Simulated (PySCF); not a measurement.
Molecule: SMILES Oc1ccccc1, C6H6O.

Atoms are numbered as in `[OH:1][c:2]1[cH:3][cH:4][cH:5][cH:6][cH:7]1`; H(Xn) means a hydrogen on atom n.

Spin–spin couplings on one PBE0-D3(BJ)/def2-SVP geometry, PySCF, gas phase, non-relativistic, equivalent pairs averaged (without the spin–dipole term); isotopes ¹H; functional B3LYP.

Reference values (Hz): ³J(H(C3),H(C4)) = 8.2 (measured; solution (compiled); Pretsch, Buehlmann, Badertscher, Structure Determination of Organic Compounds, 4th ed., Springer 2009); ³J(H(C4),H(C5)) = 7.4 (measured; solution (compiled); Pretsch, Buehlmann, Badertscher, Structure Determination of Organic Compounds, 4th ed., Springer 2009).

Question: How do the couplings (Hz) change with the basis set? Times are CPU seconds on 1 thread of an Arm Neoverse V2, shared host. Far from the basis limit: 6-31G-J, pcJ-0, 6-31G*, def2-TZVP, cc-pVTZ.

Answer: 
```tsv
basis set	functions	³J(H(C3),H(C4))	³J(H(C4),H(C5))	mean abs. error	core-s
6-31G-J	108	9.8	8.8	1.5	9.6
pcJ-0	109	7.9	7.1	0.3	8.5
6-31G*	110	7.7	6.9	0.5	9.6
pcJ-1	249	9.0	8.2	0.8	30
def2-TZVP	253	7.0	6.3	1.2	37
cc-pVTZ	294	7.2	6.5	1.0	44
```

Errors compare magnitudes, without vibrational corrections, and the largest couplings weigh most in the mean. Closest: pcJ-0 and 6-31G*, practically level; furthest: 6-31G-J.

The Fermi-contact term samples the wavefunction at the nucleus, which is why sets with added tight s functions (names with J) are made for couplings. Agreement of an ordinary basis with the reference is then largely a cancellation of errors.
